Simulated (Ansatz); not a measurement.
A run of Ansatz 0.2.0:

The input input:

```
crystal:
  lattice:
    - [4.2250012014, 0.0, 0.0]
    - [0.0, 4.2250012014, 0.0]
    - [0.0, 0.0, 5.962148]
  atoms:
    - { symbol: In, position: [0.0, 0.0, 0.5] }
    - { symbol: As, position: [0.0, 0.5, 0.231525] }
    - { symbol: As, position: [0.5, 0.0, 0.768475] }
    - { symbol: Ga, position: [0.5, 0.5, 0.0] }
hamiltonian:
  xc: hse06
  pseudopotentials: { kind: paw }
kpoints:
  mp_grid: { grid: [4, 4, 4] }
  band_path:
    path:
      - [[0.0, 0.0, 0.0], [0.0, 0.5, 0.0], [0.5, 0.5, 0.0], [0.0, 0.0, 0.0], [0.0, 0.0, 0.5], [0.0, 0.5, 0.5], [0.5, 0.5, 0.5], [0.0, 0.0, 0.5]]
      - [[0.0, 0.5, 0.0], [0.0, 0.5, 0.5]]
      - [[0.5, 0.5, 0.0], [0.5, 0.5, 0.5]]
    npoints: 4
scf:
  occupations: { method: fermi_dirac, width: 0.05 }
  n_extra_bands: 10
output:
  forces: true
  stress: true
  eigenvalues: true
  fatbands: false
```

Hardware: 1 × NVIDIA H100 80GB HBM3 with 2 threads of AMD EPYC 7R13 Processor (Zen 3) (shared host).

How long does it take, and how much memory?

It took 84 s on 1 × NVIDIA H100 80GB HBM3 with 2 threads of AMD EPYC 7R13 Processor (Zen 3), on a shared host, peak memory 3 GiB. Counts: scf iterations 23, plane waves 2071, k points 18, bands 38.
